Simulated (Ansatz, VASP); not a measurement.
Pt: VASP beside Ansatz

```
Pt
1.0
     2.76067    0.00000    0.00000
    -1.38033    2.39081    0.00000
     0.00000    0.00000    4.79213
Pt
2
Direct
  0.66667 0.33333 0.75000
  0.33333 0.66667 0.25000
```

This isn't the form of Pt at room conditions, which is fcc.

Alike in both runs: task single point; functional PBE; dispersion D3(BJ); k mesh 9 × 9 × 4; occupations gaussian, width 0.1 eV; no spin polarisation.

```csv
,VASP,Ansatz
version,VASP 6.6.1,Ansatz 0.2.0
potentials or method,"VASP PAW PBE potentials, release 64 (Pt)","scalar-relativistic, plane waves, PAW"
plane-wave cutoff (eV),520,420
valence electrons in the cell,20,36
```

VASP gave:

| Quantity | Value |
| --- | --- |
| gap on the k mesh at the Fermi level (eV) | none |
| pressure (GPa) | -9.1 |
| largest component of the traceless stress (GPa) | 0.36 |

Problem. Estimate Ansatz's values.

Solution. gap on the k mesh at the Fermi level (eV): none; pressure (GPa): -8.6; largest component of the traceless stress (GPa): 0.43.

A gap of «none» marks a metal or a gap that the smearing closes. The two sets of potentials don't hold the same shells in valence.

Caveats: pairwise dispersion overbinds metals, which lowers pressure and volume. Spin-orbit coupling is left out, which matters for the levels of Pt.
